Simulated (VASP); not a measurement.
# COH2 in VASP: settings compared

The runs below take COH2 through single point, with LDA, PBEsol, PBE+D3, PBE+D4.

All numbers are computed with VASP 6.6.1; they aren't measurements. Logs are shortened: lines on timing, memory, paths and dates and some standing lists are left out, and cuts for length are marked.

### Step 1. Starting point

The cell holds a molecule in a box, 4 atoms: a = 12.495 Å, b = 12.995 Å, c = 13.495 Å, α = 90.00°, β = 90.00°, γ = 90.00°.

### Step 2. Single point, LDA

INCAR reads:

```
PREC     = Accurate       # precision mode
ENCUT    = 400            # plane-wave cutoff, eV
EDIFF    = 1E-7           # SCF threshold, eV
ISMEAR   = 0              # smearing method
SIGMA    = 0.01           # smearing width, eV
LREAL    = False          # projectors in reciprocal space
LASPH    = True           # aspherical terms in the spheres
NELM     = 100            # most SCF steps
ALGO     = Normal         # electronic algorithm
ISIF     = 2              # what is computed and relaxed
LWAVE    = False          # write WAVECAR
LCHARG   = False          # write CHGCAR
GGA      = CA             # functional
NBANDS   = 14             # bands
ISYM     = 0
```

KPOINTS reads:

```
regular mesh
0
Gamma
  1 1 1
```

POSCAR reads:

```
H2CO                                    
1.0
   12.4947659882      0.0000000000      0.0000000000
    0.0000000000     12.9947659882      0.0000000000
    0.0000000000      0.0000000000     13.4947659882
  C               O               H             
     1     1     2
Selective dynamics
Direct
     0.5000190503999988    0.5037871195999983    0.5000098304999980   F   F   F
     0.5280834451117153    0.4155268171665636    0.5141175711107232   T   T   T
     0.5509629685625361    0.5707094188210559    0.5219025625498975   T   T   T
     0.4217435266881632    0.5227968060249758    0.4643869069497455   T   T   T
```

Potentials or basis: VASP PAW LDA potentials, release 64 (C, O, H).

The run is started by

```
$ cat potpaw_LDA.64/C/POTCAR potpaw_LDA.64/O/POTCAR potpaw_LDA.64/H/POTCAR > POTCAR
$ mpirun -np 4 vasp_gam > vasp.out
```

OUTCAR:

```text
PREC = Accurate
   ENCUT = 400
   EDIFF = 1E-7
   ISMEAR = 0
   LREAL = False
   LASPH = True
   NELM = 100
   ISIF = 2
   GGA = CA
   ISYM = 0

 ion  position               nearest neighbor table
   1  0.500  0.504  0.500-   4 1.12   3 1.12   2 1.21
   2  0.528  0.416  0.514-   1 1.21
   3  0.551  0.571  0.522-   1 1.12
   4  0.422  0.523  0.464-   1 1.12

IMPORTANT INFORMATION: All symmetrisations will be switched off!
NOSYMM: (Re-)initialisation of all symmetry stuff for point group C_1.

----------------------------------------------------------------------------------------

                                     Primitive cell

  volume of cell :    2191.0987

  direct lattice vectors                    reciprocal lattice vectors
    12.494765988  0.000000000  0.000000000     0.080033512  0.000000000  0.000000000
     0.000000000 12.994765988  0.000000000     0.000000000  0.076954060  0.000000000
     0.000000000  0.000000000 13.494765988     0.000000000  0.000000000  0.074102804

  length of vectors
    12.494765988 12.994765988 13.494765988     0.080033512  0.076954060  0.074102804

  position of ions in fractional coordinates (direct lattice)
     0.500019050  0.503787120  0.500009830
     0.528083445  0.415526817  0.514117571
     0.550962969  0.570709419  0.521902563
     0.421743527  0.522796806  0.464386907

  ion indices of the primitive-cell ions
   primitive index   ion index
                 1           1
                 2           2
                 3           3
                 4           4

----------------------------------------------------------------------------------------

 KPOINTS: regular mesh

Automatic generation of k-mesh.
 Grid dimensions read from file:
 generate k-points for:    1    1    1

 Generating k-lattice:

  Cartesian coordinates                     Fractional coordinates (reciprocal lattice)
     0.080033512  0.000000000  0.000000000     1.000000000  0.000000000  0.000000000
     0.000000000  0.076954060  0.000000000     0.000000000  1.000000000  0.000000000
     0.000000000  0.000000000  0.074102804     0.000000000  0.000000000  1.000000000

  Length of vectors
     0.080033512  0.076954060  0.074102804

  Shift w.r.t. Gamma in fractional coordinates (k-lattice)
     0.000000000  0.000000000  0.000000000

 Subroutine IBZKPT returns following result:
 ===========================================

 Found      1 irreducible k-points:

 Following reciprocal coordinates:
            Coordinates               Weight
  0.000000  0.000000  0.000000      1.000000
   k-points           NKPTS =      1   k-points in BZ     NKDIM =      1   number of bands    NBANDS=     16
   number of dos      NEDOS =    301   number of ions     NIONS =      4
   total plane-waves  NPLWV = 680400
   dimension x,y,z NGX =    84 NGY =   90 NGZ =   90
   dimension x,y,z NGXF=   168 NGYF=  180 NGZF=  180
   ions per type =               1   1   2
   NGX,Y,Z   is equivalent  to a cutoff of  11.18, 11.51, 11.09 a.u.
   NGXF,Y,Z  is equivalent  to a cutoff of  22.35, 23.03, 22.17 a.u.
 SYSTEM =  unknown system
   PREC   = accura    normal or accurate (medium, high low for compatibility)
   ISTART =      0    job   : 0-new  1-cont  2-samecut
   ICHARG =      2    charge: 1-file 2-atom 10-const
   ISPIN  =      1    spin polarized calculation?
   LNONCOLLINEAR =      F non collinear calculations
   LSORBIT =      F    spin-orbit coupling
   LASPH  =      T    aspherical Exc in radial PAW
   ENCUT  =  400.0 eV  29.40 Ry    5.42 a.u.  20.38 21.19 22.01*2*pi/ulx,y,z
   NELM   =    100;   NELMIN=  2; NELMDL= -5     # of ELM steps
   EDIFF  = 0.1E-06   stopping-criterion for ELM
   LREAL  =      F    real-space projection
   EDIFFG = 0.1E-05   stopping-criterion for IOM
   NSW    =      0    number of steps for IOM
   IBRION =     -1    ionic relax: 0-MD 1-quasi-New 2-CG
   NFREE  =      0    steps in history (QN), initial steepest desc. (CG)
   ISIF   =      2    stress and relaxation
   ISYM   =      0    0-nonsym 1-usesym 2-fastsym
   POTIM  = 0.5000    time-step for ionic-motion
   TEBEG  =    0.0;   TEEND  =   0.0 temperature during run
   PSTRESS=    0.0 pullay stress
   NELECT =      12.0000    total number of electrons
   NUPDOWN=      -1.0000    fix difference up-down
   EMIN   =  10.00;   EMAX   =-10.00  energy-range for DOS
   EFERMI =   0.00;   METHOD = LEGACY
   ISMEAR =     0;   SIGMA  =   0.01  broadening in eV -4-tet -1-fermi 0-gaus
   EFERMI_NEDOS =   21; number of points for ismear=-14 and -15
   IALGO  =     38    algorithm
   IMIX   =      4    mixing-type and parameters
     AMIX     =   0.40;   BMIX     =  1.00
     AMIX_MAG =   1.60;   BMIX_MAG =  1.00
  volume/ion in A,a.u.               =     547.77      3696.57
  Fermi-wavevector in a.u.,A,eV,Ry     =   0.288568  0.545314  1.132976  0.083271
  Thomas-Fermi vector in A             =   1.145455
   LORBIT       =      0    0 simple, 1 ext, 2 COOP (PROOUT), +10 PAW based schemes
   GGA     = CA    functional components
   LHFCALC =     F    Hartree Fock is set to
   AEXX    =    0.0000 exact exchange contribution
   IVDW    =     0    specifies the selected vdW correction
   LEPSILON=     F    determine dielectric tensor
   LRPA    =     F    only Hartree local field effects (RPA)
 non-spin polarized calculation
 Gauss-broadening in eV      SIGMA  =   0.01
  energy-cutoff  :      400.00
  volume of cell :     2191.10
 maximum number of plane-waves:     19892
 NGX is ok and might be reduce to    84
   NGX = 41   NGY = 43   NGZ = 45

 number of electron      12.0000007 magnetization

 Free energy of the ion-electron system (eV)
  ---------------------------------------------------
  ext. energy  EPLUGINS =         0.00000000
  ---------------------------------------------------
  free energy    TOTEN  =       -23.24932572 eV

  energy without entropy =      -23.24932572  energy(sigma->0) =      -23.24932572

 E-fermi :  -6.2128     XC(G=0):  -0.3605

 val. band max:       -6.2846102094   @ k =   0.0000   0.0000   0.0000
 cond. band min:      -2.9302366066   @ k =   0.0000   0.0000   0.0000
 fundamental gap:      3.3543736028
 Fermi energy:        -6.2128300995

 k-point     1 :       0.0000    0.0000    0.0000
  band No.  band energies     occupation
      1     -26.5356      2.00000
      2     -15.5812      2.00000
      3     -12.1458      2.00000
      4     -10.9707      2.00000
      5     -10.2275      2.00000
      6      -6.2846      2.00000
[... 8 lines left out ...]
     15       1.2650      0.00000
     16       1.3707      0.00000

------------------------ aborting loop because EDIFF is reached ----------------------------------------

  FORCE on cell =-STRESS in cart. coord.  units (eV):
  Direction    XX          YY          ZZ          XY          YZ          ZX
  --------------------------------------------------------------------------------------
  -------------------------------------------------------------------------------------
  Total       -0.8628009     -1.5366803     -0.8602731      0.2264559      0.1225590     -0.0121430
  in kB       -0.6308981     -1.1236529     -0.6290497      0.1655893      0.0896177     -0.0088792
  external PRESSURE =      -0.7945335 kB  Pullay stress =       0.0000000 kB

 VOLUME and BASIS-vectors are now :
 -----------------------------------------------------------------------------
  energy-cutoff  :      400.00
  volume of cell :     2191.10
      direct lattice vectors                 reciprocal lattice vectors
    12.494765988  0.000000000  0.000000000     0.080033512  0.000000000  0.000000000
     0.000000000 12.994765988  0.000000000     0.000000000  0.076954060  0.000000000
     0.000000000  0.000000000 13.494765988     0.000000000  0.000000000  0.074102804

 POSITION                                       TOTAL-FORCE (eV/Angst)
 -----------------------------------------------------------------------------------
      6.24762      6.54660      6.74752         0.221728     -0.724672      0.119984
      6.59828      5.39967      6.93790        -0.211667      0.689705     -0.113545
      6.88415      7.41624      7.04295         0.096701      0.056332      0.045721
      5.26959      6.79362      6.26679        -0.106762     -0.021365     -0.052160
 -----------------------------------------------------------------------------------
    total drift:                               -0.000963      0.000090     -0.000134

  FREE ENERGIE OF THE ION-ELECTRON SYSTEM (eV)
  ---------------------------------------------------
  free  energy   TOTEN  =       -23.2493257151 eV

  energy  without entropy=      -23.2493257151  energy(sigma->0) =      -23.24932572
```

It took 16 s on 4 MPI ranks of AMD EPYC 9R45 (Zen 5), shared host; peak memory 0.31 GiB.

Results:

```
Free energy                     : -23.2493 eV
Largest force                   : 0.767 eV/Å
Gap between the frontier levels : 3.35 eV
```

Forces on the atoms (eV/Å):
```
C    0.222 -0.725  0.120
O   -0.212  0.690 -0.114
H    0.097  0.056  0.046
H   -0.107 -0.021 -0.052
```

Caveat: the cutoff is under 1.25 times the usual one of these potentials, so pressure, stress and relaxed cells hold a basis-set (Pulay) error; the standard files for N, O and F lose accuracy on very short bonds. A hybrid or GW would open this gap; LDA tends to underestimate it.

### Step 3. Single point, PBEsol

Edit INCAR of step 2 so:

```diff
@@ -12,3 +12,3 @@
 LCHARG   = False          # write CHGCAR
-GGA      = CA             # functional
+GGA      = PS             # functional
 NBANDS   = 14             # bands
```

KPOINTS is that of step 2.

POSCAR is that of step 2.

Potentials or basis: VASP PAW PBE potentials, release 64 (C, O, H).

The run is started by

```
$ cat potpaw_PBE.64/C/POTCAR potpaw_PBE.64/O/POTCAR potpaw_PBE.64/H/POTCAR > POTCAR
$ mpirun -np 4 vasp_gam > vasp.out
```

OUTCAR:

```text
PREC = Accurate
   ENCUT = 400
   EDIFF = 1E-7
   ISMEAR = 0
   LREAL = False
   LASPH = True
   NELM = 100
   ISIF = 2
   GGA = PS
   ISYM = 0

 ion  position               nearest neighbor table
   1  0.500  0.504  0.500-   4 1.12   3 1.12   2 1.21
   2  0.528  0.416  0.514-   1 1.21
   3  0.551  0.571  0.522-   1 1.12
   4  0.422  0.523  0.464-   1 1.12

IMPORTANT INFORMATION: All symmetrisations will be switched off!
NOSYMM: (Re-)initialisation of all symmetry stuff for point group C_1.
[... 152 lines left out ...]

  FORCE on cell =-STRESS in cart. coord.  units (eV):
  Direction    XX          YY          ZZ          XY          YZ          ZX
  --------------------------------------------------------------------------------------
  -------------------------------------------------------------------------------------
  Total       -0.8597712     -0.9683263     -0.8876910      0.0347910      0.0188031      0.0126572
  in kB       -0.6286827     -0.7080605     -0.6490983      0.0254399      0.0137492      0.0092552
  external PRESSURE =      -0.6619472 kB  Pullay stress =       0.0000000 kB

 VOLUME and BASIS-vectors are now :
 -----------------------------------------------------------------------------
  energy-cutoff  :      400.00
  volume of cell :     2191.10
      direct lattice vectors                 reciprocal lattice vectors
    12.494765988  0.000000000  0.000000000     0.080033512  0.000000000  0.000000000
     0.000000000 12.994765988  0.000000000     0.000000000  0.076954060  0.000000000
     0.000000000  0.000000000 13.494765988     0.000000000  0.000000000  0.074102804

 POSITION                                       TOTAL-FORCE (eV/Angst)
 -----------------------------------------------------------------------------------
      6.24762      6.54660      6.74752         0.079637     -0.259846      0.042847
      6.59828      5.39967      6.93790        -0.055422      0.178358     -0.028699
      6.88415      7.41624      7.04295         0.085024      0.077811      0.039660
      5.26959      6.79362      6.26679        -0.109240      0.003677     -0.053808
 -----------------------------------------------------------------------------------
    total drift:                               -0.001067      0.000035     -0.000184

  FREE ENERGIE OF THE ION-ELECTRON SYSTEM (eV)
  ---------------------------------------------------
  free  energy   TOTEN  =       -22.4491391699 eV

  energy  without entropy=      -22.4491391699  energy(sigma->0) =      -22.44913917
```

Wall time 27 s (4 MPI ranks of AMD EPYC 9R45 (Zen 5), shared host); peak memory 0.41 GiB.

Results:

```yaml
Free_energy: -22.4491 eV
Largest_force: 0.275 eV/Å
Gap_between_the_frontier_levels: 3.46 eV
```

Forces in eV/Å, atoms in the order of the input:
```
C    0.080 -0.260  0.043
O   -0.055  0.178 -0.029
H    0.085  0.078  0.040
H   -0.109  0.004 -0.054
```

Caveat: the cutoff is under 1.25 times the usual one of these potentials, so pressure, stress and relaxed cells hold a basis-set (Pulay) error; the standard files for N, O and F lose accuracy on very short bonds; the PAW data sets were made with another functional, which shifts forces and pressure a little. Expect the measured gap to be larger: semilocal functionals such as PBEsol lack the derivative discontinuity.

### Step 4. Single point, PBE+D3

Edit INCAR of step 3 so:

```diff
@@ -12,3 +12,4 @@
 LCHARG   = False          # write CHGCAR
-GGA      = PS             # functional
+GGA      = PE             # functional
+IVDW     = 11             # dispersion correction
 NBANDS   = 14             # bands
```

KPOINTS is that of step 3.

POSCAR is that of step 3.

The run is started by

```
$ cat potpaw_PBE.64/C/POTCAR potpaw_PBE.64/O/POTCAR potpaw_PBE.64/H/POTCAR > POTCAR
$ mpirun -np 4 vasp_gam > vasp.out
```

It took 26 s on 4 MPI ranks of AMD EPYC 9R45 (Zen 5), shared host; peak memory 0.41 GiB.

Results (log left out):

| Item | Value |
| --- | --- |
| Free energy | -22.1616 eV |
| Largest force | 0.042 eV/Å |
| Gap between the frontier levels | 3.52 eV |
| Dispersion energy per atom | -0.001 eV |

Forces on the atoms (eV/Å):
```
C   -0.007  0.023 -0.004
O    0.011 -0.040  0.008
H    0.013  0.014  0.006
H   -0.018  0.003 -0.009
```

Levels at points of the mesh, in eV from the valence-band top:
```tsv
k point	band 3	band 4	band 5	band 6	band 7	band 8	band 9	band 10
(0.00, 0.00, 0.00)	-5.84	-4.66	-3.78	0.00	3.52	5.75	6.50	6.67
```

Caveat: the cutoff is under 1.25 times the usual one of these potentials, so pressure, stress and relaxed cells hold a basis-set (Pulay) error; the standard files for N, O and F lose accuracy on very short bonds.

(Continued in part 2 of 2.)
